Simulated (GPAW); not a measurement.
Runs of GPAW 26.7.0 on Pd. The structure is cubic, space group Fm-3m (No. 225). The conventional cell has a = 3.893 Å, b = 3.893 Å, c = 3.893 Å, α = 90.00°, β = 90.00°, γ = 90.00°. Pd (site symmetry m-3m) is surrounded by 12 Pd at 2.75 Å. 

| task | level | potentials or basis | k mesh | cutoff (eV) | maxiter | exx fraction | fermi k mesh | convergence | supercell | mesh quality | gap on the mesh (eV) | pressure (GPa) |
| --- | --- | --- | --- | --- | --- | --- | --- | --- | --- | --- | --- | --- |
| hybrid scf | TPSSh | GPAW PAW data sets (gpaw-data 1.2.1), pw | 5 × 5 × 5 | 500 | 40 | 0.1 | - | - | - | coarse | none | - |
| Fermi surface | LDA | the program's PAW data sets (release 1.2.1) made for this functional, pw | 12 × 12 × 12 | 600 | 150 | - | 18 × 18 × 18 | - | - | not flagged | none | (a) |
| phonons | C09-vdW | GPAW PAW data sets (gpaw-data 1.2.1), pw | 12 × 12 × 12 | 510 | 150 | - | - | density=1e-06 eigenstates=1e-09 | 2 × 2 × 2 | not flagged | none | - |
| Fermi surface | WC | PAW data sets generated in the run's folder for this functional, pw | 12 × 12 × 12 | 600 | 150 | - | 18 × 18 × 18 | - | - | not flagged | none | -1.1 |

Alike in all rows: no spin polarisation; cell as given; smearing fermi-dirac 0.05 eV.

**Question.** Estimate the missing entries.

**Answer.** (a) -8.6.

Caveats: some runs use coarse meshes; the PAW data sets were made with another functional, which shifts forces and pressure a little (some runs); the scaled meta-GGA exchange is a class typed in the script (some runs); phonon bands are interpolated from a small supercell (some runs).

A k mesh can miss the band edges, and the runs leave out spin-orbit coupling on Pd.

A gap of «none» marks a metal or a gap under the smearing width.

Runs at the PBE level aren't shown here.
